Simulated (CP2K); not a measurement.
A run of CP2K 2026.2 is set up as follows.

File sb_bands.inp:

```
&GLOBAL
  PROJECT sb_bands
  RUN_TYPE ENERGY_FORCE
  PRINT_LEVEL LOW
&END GLOBAL
&FORCE_EVAL
  METHOD QS
  STRESS_TENSOR ANALYTICAL
  &DFT
    BASIS_SET_FILE_NAME BASIS_MOLOPT_UZH
    POTENTIAL_FILE_NAME POTENTIAL_UZH
    &MGRID
      CUTOFF 675
      REL_CUTOFF 60
      NGRIDS 5
    &END MGRID
    &QS
      METHOD GPW
      EPS_DEFAULT 1.0E-9
    &END QS
    &KPOINTS
      SCHEME MONKHORST-PACK 6 6 4
      GAMMA_CENTERED T
      SYMMETRY T
      SYMMETRY_BACKEND SPGLIB
    &END KPOINTS
    &SCF
      SCF_GUESS ATOMIC
      EPS_SCF 1.0E-6
      MAX_SCF 100
      ADDED_MOS 14
      CHOLESKY OFF
      EPS_EIGVAL 1.0E-7
      &DIAGONALIZATION ON
        ALGORITHM STANDARD
      &END DIAGONALIZATION
      &MIXING ON
        METHOD BROYDEN_MIXING
        ALPHA 0.4
        BETA 1.5
        NBUFFER 8
      &END MIXING
      &SMEAR ON
        METHOD FERMI_DIRAC
        ELECTRONIC_TEMPERATURE [K] 580.226
      &END SMEAR
    &END SCF
    &XC
      &XC_FUNCTIONAL
        &MGGA_X_SCAN
        &END MGGA_X_SCAN
        &MGGA_C_SCAN
        &END MGGA_C_SCAN
      &END XC_FUNCTIONAL
    &END XC
    &PRINT
      &KPOINTS ON
      &END KPOINTS
      &MULLIKEN ON
      &END MULLIKEN
      &MO ON
        ENERGIES T
        OCCUPATION_NUMBERS T
        &EACH
          QS_SCF 0
        &END EACH
        ADD_LAST NUMERIC
      &END MO
      &LOWDIN ON
      &END LOWDIN
      &HIRSHFELD ON
        SHAPE_FUNCTION DENSITY
      &END HIRSHFELD
      &BAND_STRUCTURE
        FILE_NAME bands.bs
        ADDED_MOS 2
        &KPOINT_SET
          UNITS B_VECTOR
          NPOINTS 6
          SPECIAL_POINT GAMMA 0.00000000 0.00000000 0.00000000
          SPECIAL_POINT Y 0.00000000 0.00000000 0.50000000
          SPECIAL_POINT H -0.44772064 0.00000000 0.63057924
          SPECIAL_POINT C -0.50000000 0.00000000 0.50000000
          SPECIAL_POINT E -0.50000000 0.50000000 0.50000000
          SPECIAL_POINT M1 -0.55227936 0.50000000 0.36942076
          SPECIAL_POINT A -0.50000000 0.50000000 0.00000000
          SPECIAL_POINT X -0.50000000 0.00000000 0.00000000
          SPECIAL_POINT H1 -0.55227936 0.00000000 0.36942076
        &END KPOINT_SET
        &KPOINT_SET
          UNITS B_VECTOR
          NPOINTS 6
          SPECIAL_POINT M -0.44772064 0.50000000 0.63057924
          SPECIAL_POINT D 0.00000000 0.50000000 0.50000000
          SPECIAL_POINT Z 0.00000000 0.50000000 0.00000000
        &END KPOINT_SET
        &KPOINT_SET
          UNITS B_VECTOR
          NPOINTS 6
          SPECIAL_POINT Y 0.00000000 0.00000000 0.50000000
          SPECIAL_POINT D 0.00000000 0.50000000 0.50000000
        &END KPOINT_SET
      &END BAND_STRUCTURE
    &END PRINT
  &END DFT
  &SUBSYS
    &CELL
      A 4.5277000000 0.0000000000 0.0000000000
      B 0.0000000000 4.4211000000 0.0000000000
      C -1.3205190000 0.0000000000 6.3643480000
      PERIODIC XYZ
    &END CELL
    &COORD
      SCALED
      Sb  0.3399300000 0.2500000000 0.6836700000
      Sb  0.9366380000 0.7500000000 0.7627580000
      Sb  0.0633620000 0.2500000000 0.2372420000
      Sb  0.6600700000 0.7500000000 0.3163300000
    &END COORD
    &KIND Sb
      BASIS_SET TZVP-MOLOPT-SCAN-GTH-q5
      POTENTIAL GTH-SCAN-q5
    &END KIND
    &PRINT
      &ATOMIC_COORDINATES ON
      &END ATOMIC_COORDINATES
      &CELL ON
      &END CELL
      &SYMMETRY ON
      &END SYMMETRY
    &END PRINT
  &END SUBSYS
  &PRINT
    &FORCES ON
    &END FORCES
    &STRESS_TENSOR ON
    &END STRESS_TENSOR
  &END PRINT
&END FORCE_EVAL
```

Potentials or basis: POTENTIAL_UZH Sb GTH-SCAN-q5; TZVP-MOLOPT-SCAN-GTH basis.

The run is started by

```bash
$ OMP_NUM_THREADS=1 mpirun -n 3 cp2k.psmp -i sb_bands.inp -o sb_bands.out
```

Question: What does it give for the pressure?

Answer: -1.1 GPa.

Question: Estimate the largest force.

Answer: 0.343 eV/Å.

Levels at the corners of the path, in eV from the Fermi level:
```csv
point,band 8,band 9,band 10,band 11,band 12,band 13
Γ,-2.25,-1.52,-0.18,2.43,2.96,3.04
Y,-2.27,-1.86,-1.61,0.75,2.01,2.52
H,-1.19,-1.04,-0.58,-0.32,0.27,0.77
C,-1.18,-0.78,-0.71,-0.40,0.76,1.19
E,-3.98,-1.39,-1.39,2.10,2.10,3.78
M1,-3.73,-1.62,-1.62,2.01,2.01,3.46
A,-3.65,-2.44,-2.44,0.96,0.96,5.15
X,-1.04,-1.04,-0.72,0.20,1.25,1.31
H1,-1.19,-1.04,-0.58,-0.32,0.27,0.77
M,-3.73,-1.62,-1.62,2.01,2.01,3.46
D,-1.72,-0.91,-0.91,0.15,0.15,1.08
Z,-1.52,-1.19,-1.19,0.47,0.47,1.37
Y,-2.27,-1.86,-1.61,0.75,2.01,2.52
D,-1.72,-0.91,-0.91,0.15,0.15,1.08
```

Caveat: spin-orbit coupling is left out, which moves the levels of the heavy elements; the basis of atomic orbitals isn't converged, which shifts pressures, moduli and gaps.
